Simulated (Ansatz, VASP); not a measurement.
## Sn in VASP and in Ansatz

```
Sn
1.0
     3.46890   -2.29268    0.00000
     3.46890    2.29268    0.00000
     0.00000    0.00000    9.35239
Sn
4
Direct
  0.85000 0.15000 0.11700
  0.65000 0.35000 0.61700
  0.15000 0.85000 0.88300
  0.35000 0.65000 0.38300
```

Alike in both runs: task single point; functional PBE; k mesh 6 × 6 × 2; occupations gaussian, width 0.1 eV; no spin polarisation.

|  | VASP | Ansatz |
| --- | --- | --- |
| version | VASP 6.6.1 | Ansatz 0.2.0 |
| potentials or method | VASP PAW PBE potentials, release 64 (Sn_d) | scalar-relativistic, plane waves, PAW |
| plane-wave cutoff (eV) | 520 | 420 |
| valence electrons in the cell | 56 | 56 |

|  | VASP | Ansatz | Ansatz less VASP |
| --- | --- | --- | --- |
| gap on the k mesh at the Fermi level (eV) | none | none | - |
| pressure (GPa) | -0.7 | -0.6 | +0.07 |
| largest component of the traceless stress (GPa) | 4.90 | 4.90 | +0.006 |
| rms of the force components (eV/Å) | 1.654 | 1.655 | +0.0006 |

Atom by atom the forces differ by 0.001 eV/Å (rms over components). A gap of «none» marks a metal or a gap that the smearing closes.

Caveats: forces of over 1 eV/Å show positions far from the minimum, so gaps and moduli don't describe the material at rest.
